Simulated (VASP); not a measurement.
# MnS (F-43m) in VASP: further runs, part 3 of 3

VASP 6.6.1. The steps go on from the part before.

## 11. Equation of state, PBEsol, collinear spin, ferromagnetic start, 14.53 Å³/atom (volume scaled by 0.96)

Contents of INCAR:

```
PREC = Accurate
ENCUT = 520
EDIFF = 1E-7
ISMEAR = -1
SIGMA = 0.05
LREAL = F
LASPH = T
NELM = 150
ALGO = Normal
ISIF = 2
LWAVE = F
LCHARG = F
ISPIN = 2
MAGMOM = 4 0
LORBIT = 11
LMAXMIX = 4
GGA = PS
NBANDS = 20
```

Contents of KPOINTS:

```
regular mesh
0
Gamma
  9 9 9
```

Contents of POSCAR:

```
MnS
1.0
    0.0000000000      2.4400341398      2.4400341398
    2.4400341398      0.0000000000      2.4400341398
    2.4400341398      2.4400341398      0.0000000000
Mn S
1 1
Direct
    0.0000000000      0.0000000000      0.0000000000
    0.7500000000      0.7500000000      0.7500000000
```

Started as:

```sh
cat potpaw_PBE.64/Mn_pv/POTCAR potpaw_PBE.64/S/POTCAR > POTCAR
mpirun -np 1 vasp_std > vasp.out
```

It took 54 s on 1 thread of Intel Xeon Platinum 8559C (Emerald Rapids), shared host; peak memory 0.18 GiB.

Results (log left out):

| Property | Result |
| --- | --- |
| Free energy | -14.7723 eV |
| Pressure | 3.4 GPa |
| Band gap on the k mesh | none (metal or under the smearing width) |
| Net moment | 0.18 μB per cell |
| Site moments | Mn +0.17; S -0.00 μB |
| Valence electrons inside the program's atomic spheres | Mn 12.13; S 3.74 |

Caveat: the PAW data sets were made with another functional, which shifts forces and pressure a little; the moment fell far below its start of 4 μB, so a state of higher moment may lie lower in energy; semilocal functionals often make such compounds metallic where correlation or magnetic order opens a gap, which also shifts bond lengths.

## 12. Equation of state, PBEsol, collinear spin, ferromagnetic start, 14.83 Å³/atom (volume scaled by 0.98)

INCAR is that of step 11.

KPOINTS is that of step 11.

Contents of POSCAR:

```
MnS
1.0
    0.0000000000      2.4568624933      2.4568624933
    2.4568624933      0.0000000000      2.4568624933
    2.4568624933      2.4568624933      0.0000000000
Mn S
1 1
Direct
    0.0000000000      0.0000000000      0.0000000000
    0.7500000000      0.7500000000      0.7500000000
```

Potentials or basis: VASP PAW PBE potentials, release 64 (Mn_pv, S).

Started as:

```sh
cat potpaw_PBE.64/Mn_pv/POTCAR potpaw_PBE.64/S/POTCAR > POTCAR
mpirun -np 1 vasp_std > vasp.out
```

Run time: 53 s. Hardware: 1 thread of Intel Xeon Platinum 8559C (Emerald Rapids), shared host; peak memory 0.18 GiB.

It converged, with:

```
Free energy                                           : -14.7790 eV
Pressure                                              : 0.1 GPa
Band gap on the k mesh                                : none (metal or under the smearing width)
Net moment                                            : 0.21 μB per cell
Site moments                                          : Mn +0.20; S -0.01 μB
Valence electrons inside the program's atomic spheres : Mn 12.09; S 3.73
```

Caveat: the PAW data sets were made with another functional, which shifts forces and pressure a little; the moment fell far below its start of 4 μB, so a state of higher moment may lie lower in energy; semilocal functionals often make such compounds metallic where correlation or magnetic order opens a gap, which also shifts bond lengths.

## 13. Equation of state, PBEsol, collinear spin, ferromagnetic start, 15.44 Å³/atom (volume scaled by 1.02)

INCAR is that of step 12.

KPOINTS is that of step 12.

Contents of POSCAR:

```
MnS
1.0
    0.0000000000      2.4898444489      2.4898444489
    2.4898444489      0.0000000000      2.4898444489
    2.4898444489      2.4898444489      0.0000000000
Mn S
1 1
Direct
    0.0000000000      0.0000000000      0.0000000000
    0.7500000000      0.7500000000      0.7500000000
```

Started as:

```sh
cat potpaw_PBE.64/Mn_pv/POTCAR potpaw_PBE.64/S/POTCAR > POTCAR
mpirun -np 1 vasp_std > vasp.out
```

Wall time 70 s (1 thread of Intel Xeon Platinum 8559C (Emerald Rapids), shared host); peak memory 0.18 GiB.

The run converged. Its results:

- Free energy: -14.7589 eV
- Pressure: -5.4 GPa
- Band gap on the k mesh: none (metal or under the smearing width)
- Net moment: -0.26 μB per cell
- Site moments: Mn -0.25; S +0.01 μB
- Valence electrons inside the program's atomic spheres: Mn 12.00; S 3.71

Caveat: the PAW data sets were made with another functional, which shifts forces and pressure a little; the moment fell far below its start of 4 μB, so a state of higher moment may lie lower in energy; semilocal functionals often make such compounds metallic where correlation or magnetic order opens a gap, which also shifts bond lengths.

## 14. Equation of state, PBEsol, collinear spin, ferromagnetic start, 15.74 Å³/atom (volume scaled by 1.04)

INCAR is that of step 13.

KPOINTS is that of step 13.

Contents of POSCAR:

```
MnS
1.0
    0.0000000000      2.5060127231      2.5060127231
    2.5060127231      0.0000000000      2.5060127231
    2.5060127231      2.5060127231      0.0000000000
Mn S
1 1
Direct
    0.0000000000      0.0000000000      0.0000000000
    0.7500000000      0.7500000000      0.7500000000
```

Started as:

```sh
cat potpaw_PBE.64/Mn_pv/POTCAR potpaw_PBE.64/S/POTCAR > POTCAR
mpirun -np 1 vasp_std > vasp.out
```

Run time: 2.1 min. Hardware: 1 thread of Intel Xeon Platinum 8559C (Emerald Rapids), shared host; peak memory 0.19 GiB.

Results (log left out):

```yaml
Free_energy: -14.7344 eV
Pressure: -7.7 GPa
Band_gap_on_the_k_mesh: none (metal or under the smearing width)
Net_moment: -0.27 μB per cell
Site_moments: Mn -0.27; S +0.01 μB
Valence_electrons_inside_the_program's_atomic_spheres: Mn 11.96; S 3.70
```

Caveat: the PAW data sets were made with another functional, which shifts forces and pressure a little; the moment fell far below its start of 4 μB, so a state of higher moment may lie lower in energy; semilocal functionals often make such compounds metallic where correlation or magnetic order opens a gap, which also shifts bond lengths.

## 15. Single point, PBEsol, collinear spin, ferromagnetic start (atoms moved at random, drawn with an rms of 0.05 Å)

INCAR is that of step 14.

KPOINTS is that of step 14.

Contents of POSCAR:

```
MnS
1.0
    0.0000000000      2.4734634191      2.4734634191
    2.4734634191      0.0000000000      2.4734634191
    2.4734634191      2.4734634191      0.0000000000
Mn S
1 1
Direct
    0.0034950000     -0.0037280000      0.0013570000
    0.7271050000      0.7320970000      0.7624960000
```

Potentials or basis: VASP PAW PBE potentials, release 64 (Mn_pv, S).

Started as:

```sh
cat potpaw_PBE.64/Mn_pv/POTCAR potpaw_PBE.64/S/POTCAR > POTCAR
mpirun -np 1 vasp_std > vasp.out
```

Run time: 7.4 min. Hardware: 1 thread of Intel Xeon Platinum 8559C (Emerald Rapids), shared host; peak memory 0.44 GiB.

The run converged. Its results:

```yaml
Free_energy: -14.6970 eV
Pressure: -1.8 GPa
Largest_force: 1.450 eV/Å
Band_gap_on_the_k_mesh: none (metal or under the smearing width)
Net_moment: 0.23 μB per cell
Site_moments: Mn +0.23; S -0.01 μB
Valence_electrons_inside_the_program's_atomic_spheres: Mn 12.05; S 3.72
```

Forces in eV/Å, atoms in the order of the input:
```
Mn   0.094 -0.496 -1.359
S   -0.094  0.496  1.359
```

Stress tensor (GPa, compression positive):
```
-1.75 -7.66 -2.75
-7.66 -1.76  0.13
-2.75  0.13 -1.89
```

Levels at points of the mesh, in eV from the Fermi level:
Spin up:
| k point | band 7 | band 8 | band 9 | band 10 | band 11 | band 12 | band 13 | band 14 |
| --- | --- | --- | --- | --- | --- | --- | --- | --- |
| (0.00, 0.00, 0.00) | -4.52 | -0.90 | -0.87 | 3.10 | 3.45 | 3.85 | 4.13 | 7.81 |
Spin down:
```
           k point  band 6  band 7  band 8  band 9  band 10  band 11  band 12  band 13
(0.00, 0.00, 0.00)   -4.72   -4.46   -0.67   -0.61     3.17     3.53     3.95     4.20
```

Caveat: the PAW data sets were made with another functional, which shifts forces and pressure a little; the moment fell far below its start of 4 μB, so a state of higher moment may lie lower in energy; semilocal functionals often make such compounds metallic where correlation or magnetic order opens a gap, which also shifts bond lengths.

## 16. Equation of state, PBEsol, collinear spin, ferromagnetic start

Potentials or basis: VASP PAW PBE potentials, release 64 (Mn_pv, S).

No new run: the results of the series are fitted here.

Results:

```
Equilibrium volume                      : 14.85 Å³/atom
Bulk modulus                            : 150 GPa
Pressure derivative of the bulk modulus : 4.5
```

Energy against volume, from the lowest point:
```
volume (Å³/atom)  energy (meV/atom)
          14.225              13.23
          14.527               3.37
          14.830               0.00
          15.133               2.43
          15.435              10.06
          15.738              22.32
```

Caveat: the PAW data sets were made with another functional, which shifts forces and pressure a little.

## 17. Summary

```tsv
task	level	cell	ladder	gap on the mesh (eV)	pressure (GPa)	moment (μB)	largest force (eV/Å)
single point	PBE	as given	-	none	3.1	0.22	-
single point	PBE	atoms moved at random, drawn with an rms of 0.05 Å	-	none	4.0	0.21	1.48
equation of state	PBE	as given	-	-	-	-	-
single point	PBEsol	as given	free	none	-2.8	0.23	-
single point	PBEsol	atoms moved at random, drawn with an rms of 0.05 Å	free	none	-1.8	0.23	1.45
equation of state	PBEsol	as given	free	-	-	-	-
```

Alike in all rows: potentials or basis VASP PAW PBE potentials, release 64 (Mn_pv, S); spin collinear, ferromagnetic start; k mesh 9 × 9 × 9; cutoff (eV) 520; smearing fermi-dirac 0.05 eV.

Caveats: the moment fell far below its start of 4 μB, so a state of higher moment may lie lower in energy (some runs); semilocal functionals often make such compounds metallic where correlation or magnetic order opens a gap, which also shifts bond lengths (some runs); the PAW data sets were made with another functional, which shifts forces and pressure a little (some runs); the minimum lies outside the volumes run (some runs).

Absolute energies hang on the potentials; compare differences alone.
